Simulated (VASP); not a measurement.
# Ru in VASP: notebook

Runs on Ru. Level: PBE. Tasks: single point, relaxation of the atoms.

Program: VASP 6.6.1. These are calculated values, not measurements. Logs are shortened: lines on timing, memory, paths and dates and some standing lists are left out, and cuts for length are marked.

### 1 Starting point

The cell holds a slab with vacuum, 7 atoms: a = 2.718 Å, b = 2.718 Å, c = 27.902 Å, α = 90.00°, β = 90.00°, γ = 120.00°.

The slab is cut from a database's or a generator's crystal, which needn't be the stable form of the element.

### 2 Single point, PBE

Contents of INCAR:

```
SYSTEM = Ru
  PREC = Accurate
  ENCUT = 520
  EDIFF = 1E-7
  ISMEAR = 1
  SIGMA = 0.1
  LREAL = .FALSE.
  LASPH = .TRUE.
  NELM = 80
  ALGO = Normal
  ISIF = 2
  LWAVE = .FALSE.
  LCHARG = .FALSE.
  LDIPOL = .TRUE.
  IDIPOL = 3
  DIPOL = 0.5 0.5 0.500
  GGA = PE
  LVHAR = .TRUE.
  LVACPOTAV = .TRUE.
  ICORELEVEL = 1
  KPAR = 4
```

Contents of KPOINTS:

```
Automatic mesh
0
G
  15 15 1
  0 0 0
```

Contents of POSCAR:

```
Ru
1.0
    2.7179488500      0.0000000000      0.0000000000
   -1.3589740700      2.3538131300      0.0000000000
    0.0000000000      0.0000000000     27.9017040000
Ru
7
Direct
    0.3333330000      0.6666660000      0.2688007900
    0.6666670000      0.3333340000      0.3458671900
    0.3333330000      0.6666660000      0.4229336000
    0.6666670000      0.3333340000      0.5000000000
    0.3333330000      0.6666660000      0.5770664000
    0.6666670000      0.3333340000      0.6541328100
    0.3333330000      0.6666660000      0.7311992100
```

Potentials or basis: VASP PAW PBE potentials, release 64 (Ru_pv).

Command:

```
$ cat potpaw_PBE.64/Ru_pv/POTCAR > POTCAR
$ mpirun -np 4 vasp_std > vasp.out
```

OUTCAR:

```text
SYSTEM = Ru
   PREC = Accurate
   ENCUT = 520
   EDIFF = 1E-7
   ISMEAR = 1
   LREAL = .FALSE.
   LASPH = .TRUE.
   NELM = 80
   ISIF = 2
   GGA = PE

 ion  position               nearest neighbor table
   1  0.333  0.667  0.269-   2 2.66   2 2.66   2 2.66
   2  0.667  0.333  0.346-   1 2.66   1 2.66   3 2.66   3 2.66   1 2.66   3 2.66
   3  0.333  0.667  0.423-   4 2.66   4 2.66   2 2.66   2 2.66   4 2.66   2 2.66
   4  0.667  0.333  0.500-   3 2.66   5 2.66   3 2.66   5 2.66   3 2.66   5 2.66
   5  0.333  0.667  0.577-   4 2.66   4 2.66   6 2.66   6 2.66   4 2.66   6 2.66
   6  0.667  0.333  0.654-   7 2.66   7 2.66   5 2.66   5 2.66   7 2.66   5 2.66
   7  0.333  0.667  0.731-   6 2.66   6 2.66   6 2.66

  LATTYP: Found a hexagonal cell.
 ALAT       =     2.7179488500
 C/A-ratio  =    10.2657207843

  Lattice vectors:

 A1 = (   2.7179488500,   0.0000000000,   0.0000000000)
 A2 = (  -1.3589740700,   2.3538131300,   0.0000000000)
 A3 = (   0.0000000000,   0.0000000000,  27.9017040000)

Analysis of symmetry for initial positions (statically):
=====================================================================
 Subroutine PRICEL returns:
 Original cell was already a primitive cell.

 Routine SETGRP: Setting up the symmetry group for a
 hexagonal supercell.

 Subroutine GETGRP returns: Found 12 space group operations
 (whereof 12 operations were pure point group operations)
 out of a pool of 24 trial point group operations.

The static configuration has the point symmetry D_3h.

Analysis of symmetry for dynamics (positions and initial velocities):
=====================================================================
 Subroutine PRICEL returns:
 Original cell was already a primitive cell.

 Routine SETGRP: Setting up the symmetry group for a
 hexagonal supercell.

 Subroutine GETGRP returns: Found 12 space group operations
 (whereof 12 operations were pure point group operations)
 out of a pool of 24 trial point group operations.

The dynamic configuration has the point symmetry D_3h.

 Subroutine INISYM returns: Found 12 space group operations
 (whereof 12 operations are pure point group operations),
 and found     1 'primitive' translations

----------------------------------------------------------------------------------------

                                     Primitive cell

  volume of cell :     178.5024

  direct lattice vectors                    reciprocal lattice vectors
     2.717948850  0.000000000  0.000000000     0.367924510  0.212421225  0.000000000
    -1.358974070  2.353813130  0.000000000     0.000000000  0.424842562  0.000000000
     0.000000000  0.000000000 27.901704000     0.000000000  0.000000000  0.035840105

  length of vectors
     2.717948850  2.717949001 27.901704000     0.424842585  0.424842562  0.035840105

  position of ions in fractional coordinates (direct lattice)
     0.333333000  0.666666000  0.268800790
     0.666667000  0.333334000  0.345867190
     0.333333000  0.666666000  0.422933600
     0.666667000  0.333334000  0.500000000
     0.333333000  0.666666000  0.577066400
     0.666667000  0.333334000  0.654132810
     0.333333000  0.666666000  0.731199210

  ion indices of the primitive-cell ions
   primitive index   ion index
                 1           1
                 2           2
                 3           3
                 4           4
                 5           5
                 6           6
                 7           7

----------------------------------------------------------------------------------------

 KPOINTS: Automatic mesh

Automatic generation of k-mesh.
 Grid dimensions read from file:
 generate k-points for:   15   15    1

 Generating k-lattice:

  Cartesian coordinates                     Fractional coordinates (reciprocal lattice)
     0.024528301  0.014161415  0.000000000     0.066666667  0.000000000  0.000000000
     0.000000000  0.028322837  0.000000000     0.000000000  0.066666667  0.000000000
     0.000000000  0.000000000  0.035840105     0.000000000  0.000000000  1.000000000

  Length of vectors
     0.028322839  0.028322837  0.035840105

  Shift w.r.t. Gamma in fractional coordinates (k-lattice)
     0.000000000  0.000000000  0.000000000

 Subroutine IBZKPT returns following result:
 ===========================================

 Found     27 irreducible k-points:

 Following reciprocal coordinates:
            Coordinates               Weight
  0.000000  0.000000  0.000000      1.000000
  0.066667  0.000000  0.000000      6.000000
  0.133333  0.000000  0.000000      6.000000
  0.200000 -0.000000  0.000000      6.000000
  0.266667  0.000000  0.000000      6.000000
  0.333333 -0.000000  0.000000      6.000000
[... 16 lines left out ...]
  0.333333  0.200000  0.000000     12.000000
  0.400000  0.200000  0.000000      6.000000
 [... further k-points ...]
   k-points           NKPTS =     27   k-points in BZ     NKDIM =     27   number of bands    NBANDS=     58
[... 58 lines left out ...]

 dipolmoment           0.000000      0.000000      0.000000 electrons x Angstroem

 Free energy of the ion-electron system (eV)
  ---------------------------------------------------
  ext. energy  EPLUGINS =         0.00000000
  ---------------------------------------------------
  free energy    TOTEN  =       -62.46576131 eV

  energy without entropy =      -62.46097088  energy(sigma->0) =      -62.46416450

 the core state eigenenergies are
   1-  1s -21925.5427  2s  -3145.8485  2p  -2816.3880  3s   -547.5190  3p   -439.2912
       3d   -265.2824  4s    -68.1328
   2-  1s -21925.9229  2s  -3146.3020  2p  -2816.8353  3s   -547.9697  3p   -439.7420
       3d   -265.7375  4s    -68.5807
   3-  1s -21925.7713  2s  -3146.1518  2p  -2816.6846  3s   -547.8299  3p   -439.6021
       3d   -265.5967  4s    -68.4644
   4-  1s -21925.7497  2s  -3146.1302  2p  -2816.6629  3s   -547.8099  3p   -439.5821
       3d   -265.5765  4s    -68.4475
   5-  1s -21925.7713  2s  -3146.1518  2p  -2816.6846  3s   -547.8299  3p   -439.6021
       3d   -265.5967  4s    -68.4644
   6-  1s -21925.9229  2s  -3146.3020  2p  -2816.8353  3s   -547.9697  3p   -439.7420
       3d   -265.7375  4s    -68.5807
   7-  1s -21925.5427  2s  -3145.8485  2p  -2816.3880  3s   -547.5190  3p   -439.2912
       3d   -265.2824  4s    -68.1328

 E-fermi :   4.5021     XC(G=0):  -8.3063

 val. band max:        4.4878484704   @ k =   0.0667   0.0667   0.0000
 cond. band min:       4.5073302299   @ k =   0.0667   0.0000   0.0000
 fundamental gap:      0.0194817595
 Fermi energy:         4.5020830071

 k-point     1 :       0.0000    0.0000    0.0000
  band No.  band energies     occupation
      1     -39.0624      2.00000
      2     -38.9503      2.00000
      3     -38.7067      2.00000
      4     -38.4305      2.00000
      5     -38.2518      2.00000
      6     -38.2518      2.00000
[... 50 lines left out ...]
     57       5.1881     -0.00000
     58       5.4769     -0.00000

 k-point     2 :       0.0667    0.0000    0.0000
  band No.  band energies     occupation
      1     -39.0494      2.00000
      2     -38.9417      2.00000
      3     -38.7057      2.00000
      4     -38.4433      2.00000
      5     -38.2864      2.00000
      6     -38.2756      2.00000
[... 50 lines left out ...]
     57       5.0757     -0.00000
     58       5.3058     -0.00000

 k-point     3 :       0.1333    0.0000    0.0000
  band No.  band energies     occupation
      1     -39.0122      2.00000
      2     -38.9181      2.00000
      3     -38.7070      2.00000
      4     -38.4928      2.00000
      5     -38.3799      2.00000
      6     -38.3414      2.00000
[... 50 lines left out ...]
     57       5.0198     -0.00000
     58       5.4783     -0.00000

 k-point     4 :       0.2000   -0.0000    0.0000
  band No.  band energies     occupation
      1     -38.9557      2.00000
      2     -38.8875      2.00000
      3     -38.7259      2.00000
      4     -38.5913      2.00000
      5     -38.5063      2.00000
      6     -38.4454      2.00000
[... 50 lines left out ...]
     57       5.2543     -0.00000
     58       5.4755     -0.00000

 k-point     5 :       0.2667    0.0000    0.0000
  band No.  band energies     occupation
      1     -38.8928      2.00000
      2     -38.8686      2.00000
      3     -38.7813      2.00000
      4     -38.7184      2.00000
      5     -38.6390      2.00000
      6     -38.5695      2.00000
[... 23 lines left out ...]
     30       0.5448      2.00000
     31       0.7408      2.00000

------------------------ aborting loop because EDIFF is reached ----------------------------------------

  FORCE on cell =-STRESS in cart. coord.  units (eV):
  Direction    XX          YY          ZZ          XY          YZ          ZX
  --------------------------------------------------------------------------------------
  -------------------------------------------------------------------------------------
  Total       -3.6185694     -3.6185706     -3.4157595     -0.0000005     -0.0000000     -0.0000000
  in kB      -32.4790641    -32.4790746    -30.6587098     -0.0000049     -0.0000000     -0.0000000
  external PRESSURE =     -31.8722829 kB  Pullay stress =       0.0000000 kB

 VOLUME and BASIS-vectors are now :
 -----------------------------------------------------------------------------
  energy-cutoff  :      520.00
  volume of cell :      178.50
      direct lattice vectors                 reciprocal lattice vectors
     2.717948850  0.000000000  0.000000000     0.367924510  0.212421225  0.000000000
    -1.358974070  2.353813130  0.000000000     0.000000000  0.424842562  0.000000000
     0.000000000  0.000000000 27.901704000     0.000000000  0.000000000  0.035840105

 POSITION                                       TOTAL-FORCE (eV/Angst)
 -----------------------------------------------------------------------------------
      0.00000      1.56921      7.50000        -0.000000      0.000000      0.779721
      1.35897      0.78461      9.65028        -0.000000     -0.000000     -0.675059
      0.00000      1.56921     11.80057        -0.000000      0.000000     -0.214987
      1.35897      0.78461     13.95085         0.000000      0.000000      0.000000
      0.00000      1.56921     16.10114         0.000000     -0.000000      0.214987
      1.35897      0.78461     18.25142        -0.000000      0.000000      0.675059
      0.00000      1.56921     20.40170        -0.000000      0.000000     -0.779721
 -----------------------------------------------------------------------------------
    total drift:                                0.000000      0.001483      0.000000

  FREE ENERGIE OF THE ION-ELECTRON SYSTEM (eV)
  ---------------------------------------------------
  free  energy   TOTEN  =       -62.4657613130 eV

  energy  without entropy=      -62.4609708823  energy(sigma->0) =      -62.46416450

 vacuum level on the upper side and lower side of the slab         9.578         9.578
```

Run time: 1.8 min. Hardware: 4 MPI ranks of AMD EPYC 9R45 (Zen 5), shared host; peak memory 0.36 GiB.

Results:

- Free energy: -62.4658 eV
- Largest force: 0.780 eV/Å
- Band gap on the k mesh: none (metal or under the smearing width)
- Work function of the upper face: 5.08 eV
- Work function of the lower face: 5.08 eV

Forces on the atoms (eV/Å):
```
Ru   0.000  0.000  0.780
Ru   0.000  0.000 -0.675
Ru   0.000  0.000 -0.215
Ru   0.000  0.000  0.000
Ru   0.000  0.000  0.215
Ru   0.000  0.000  0.675
Ru   0.000  0.000 -0.780
```

Levels at points of the mesh, in eV from the Fermi level:
| k point | band 46 | band 47 | band 48 | band 49 | band 50 | band 51 |
| --- | --- | --- | --- | --- | --- | --- |
| (0.00, 0.00, 0.00) | -1.84 | -1.61 | -1.10 | -1.10 | -0.57 | -0.57 |

Core levels (eV, on the scale of the bands):
| atom | levels |
| --- | --- |
| 1 Ru | 1s -21925.5, 2s -3145.8, 2p -2816.4, 3s -547.5, 3p -439.3, 3d -265.3, 4s -68.1 |
| 2 Ru | 1s -21925.9, 2s -3146.3, 2p -2816.8, 3s -548.0, 3p -439.7, 3d -265.7, 4s -68.6 |
| 3 Ru | 1s -21925.8, 2s -3146.2, 2p -2816.7, 3s -547.8, 3p -439.6, 3d -265.6, 4s -68.5 |
| 4 Ru | 1s -21925.7, 2s -3146.1, 2p -2816.7, 3s -547.8, 3p -439.6, 3d -265.6, 4s -68.4 |
| 5 Ru | 1s -21925.8, 2s -3146.2, 2p -2816.7, 3s -547.8, 3p -439.6, 3d -265.6, 4s -68.5 |
| 6 Ru | 1s -21925.9, 2s -3146.3, 2p -2816.8, 3s -548.0, 3p -439.7, 3d -265.7, 4s -68.6 |

### 3 Relaxation of the atoms, PBE

Contents of INCAR:

```
ALGO     = Normal         # electronic algorithm
DIPOL    = 0.5 0.5 0.500
EDIFF    = 1E-6           # SCF threshold, eV
EDIFFG   = -0.02          # ionic threshold
ENCUT    = 520            # plane-wave cutoff, eV
GGA      = PE             # functional
IBRION   = 2              # ionic algorithm
IDIPOL   = 3            
ISIF     = 2              # what is computed and relaxed
ISMEAR   = 1              # smearing method
KPAR     = 4            
LASPH    = True           # aspherical terms in the spheres
LCHARG   = False          # write CHGCAR
LDIPOL   = True         
LREAL    = False          # projectors in reciprocal space
LWAVE    = False          # write WAVECAR
NELM     = 80             # most SCF steps
NSW      = 80             # ionic steps
PREC     = Accurate       # precision mode
SIGMA    = 0.1            # smearing width, eV
```

Contents of KPOINTS:

```
k-points
0
Gamma
  15 15 1
```

POSCAR is that of step 2.

Potentials or basis: VASP PAW PBE potentials, release 64 (Ru_pv).

Command:

```
$ cat potpaw_PBE.64/Ru_pv/POTCAR > POTCAR
$ mpirun -np 4 vasp_std > vasp.out
```

Run time: 6.2 min. Hardware: 4 MPI ranks of AMD EPYC 9R45 (Zen 5), shared host; peak memory 0.39 GiB.

Results (log left out):

```yaml
Free_energy: -62.5373 eV
Energy_gained_by_relaxing: 10.2 meV/atom
Ionic_steps: 9
Largest_force_after_relaxing: 0.009 eV/Å
Band_gap_on_the_k_mesh: none (metal or under the smearing width)
```

Forces on the atoms (eV/Å):
```
Ru   0.000  0.000 -0.009
Ru   0.000  0.000  0.006
Ru   0.000  0.000  0.009
Ru   0.000  0.000  0.000
Ru   0.000  0.000 -0.009
Ru   0.000  0.000 -0.006
Ru   0.000  0.000  0.009
```

The path:
```csv
step,energy change (eV),largest force (eV/Å),pressure (GPa)
1,0.0000,0.7797,-3.19
2,-0.0652,0.1968,-2.30
3,-0.0670,0.1145,-2.10
4,-0.0691,0.0654,-2.00
5,-0.0695,0.0592,-1.93
6,-0.0701,0.0520,-1.84
7,-0.0712,0.0273,-1.60
8,-0.0708,0.0384,-1.11
9,-0.0715,0.0088,-1.42
```

Final structure:
```yaml
crystal:
  lattice:
    - [2.71795, 0.00000, 0.00000]
    - [-1.35897, 2.35381, 0.00000]
    - [0.00000, 0.00000, 27.90170]
  atoms:
    - { symbol: Ru, position: [0.33333, 0.66667, 0.27144] }
    - { symbol: Ru, position: [0.66667, 0.33333, 0.34541] }
    - { symbol: Ru, position: [0.33333, 0.66667, 0.42258] }
    - { symbol: Ru, position: [0.66667, 0.33333, 0.50000] }
    - { symbol: Ru, position: [0.33333, 0.66667, 0.57742] }
    - { symbol: Ru, position: [0.66667, 0.33333, 0.65459] }
    - { symbol: Ru, position: [0.33333, 0.66667, 0.72856] }
```

Levels at points of the mesh, in eV from the Fermi level:
```
           k point  band 44  band 45  band 46  band 47  band 48  band 49  band 50  band 51  band 52  band 53
(0.00, 0.00, 0.00)    -2.08    -1.91    -1.91    -1.64    -1.10    -1.10    -0.65    -0.65    -0.43    -0.01
```

### 4 Single point, PBE

Contents of INCAR:

```
SYSTEM = Ru
  PREC = Accurate
  ENCUT = 520
  EDIFF = 1E-7
  ISMEAR = 1
  SIGMA = 0.1
  LREAL = .FALSE.
  LASPH = .TRUE.
  NELM = 80
  ALGO = Normal
  ISIF = 2
  LWAVE = .FALSE.
  LCHARG = .FALSE.
  LDIPOL = .TRUE.
  IDIPOL = 3
  DIPOL = 0.5 0.5 0.500
  GGA = PE
  LVHAR = .TRUE.
  LVACPOTAV = .TRUE.
  ICORELEVEL = 1
  KPAR = 4
```

Contents of KPOINTS:

```
Automatic mesh
0
G
  15 15 1
  0 0 0
```

Contents of POSCAR:

```
Ru                                      
1.0
    2.7179488500      0.0000000000      0.0000000000
   -1.3589740700      2.3538131300      0.0000000000
    0.0000000000      0.0000000000     27.9017040000
  Ru            
     7
Direct
     0.3333330000000032    0.6666659999999993    0.2714426124245426
     0.6666669999999968    0.3333340000000007    0.3454061839356692
     0.3333330000000032    0.6666659999999993    0.4225810213769640
     0.6666669999999968    0.3333340000000007    0.5000000000000000
     0.3333330000000032    0.6666659999999993    0.5774189786230360
     0.6666669999999968    0.3333340000000007    0.6545938160643308
     0.3333330000000032    0.6666659999999993    0.7285573875754574
```

Command:

```
$ cat potpaw_PBE.64/Ru_pv/POTCAR > POTCAR
$ mpirun -np 4 vasp_std > vasp.out
```

It took 1.8 min on 4 MPI ranks of AMD EPYC 9R45 (Zen 5), shared host; peak memory 0.36 GiB.

Results (log left out):

```
Free energy                     : -62.5373 eV
Largest force                   : 0.009 eV/Å
Band gap on the k mesh          : none (metal or under the smearing width)
Work function of the upper face : 4.98 eV
Work function of the lower face : 4.98 eV
```

Forces in eV/Å, atoms in the order of the input:
```
Ru   0.000  0.000 -0.009
Ru   0.000  0.000  0.006
Ru   0.000  0.000  0.008
Ru   0.000  0.000  0.000
Ru   0.000  0.000 -0.008
Ru   0.000  0.000 -0.006
Ru   0.000  0.000  0.009
```

Levels at points of the mesh, in eV from the Fermi level:
```
           k point  band 46  band 47  band 48  band 49  band 50  band 51
(0.00, 0.00, 0.00)    -1.91    -1.64    -1.10    -1.10    -0.65    -0.65
```

Core levels (eV, on the scale of the bands):
```tsv
atom	levels
1 Ru	1s -21925.5, 2s -3145.8, 2p -2816.3, 3s -547.5, 3p -439.3, 3d -265.3, 4s -68.1
2 Ru	1s -21925.9, 2s -3146.3, 2p -2816.8, 3s -548.0, 3p -439.7, 3d -265.7, 4s -68.6
3 Ru	1s -21925.7, 2s -3146.1, 2p -2816.6, 3s -547.8, 3p -439.5, 3d -265.5, 4s -68.4
4 Ru	1s -21925.7, 2s -3146.0, 2p -2816.6, 3s -547.7, 3p -439.5, 3d -265.5, 4s -68.4
5 Ru	1s -21925.7, 2s -3146.1, 2p -2816.6, 3s -547.8, 3p -439.5, 3d -265.5, 4s -68.4
6 Ru	1s -21925.9, 2s -3146.3, 2p -2816.8, 3s -548.0, 3p -439.7, 3d -265.7, 4s -68.6
```
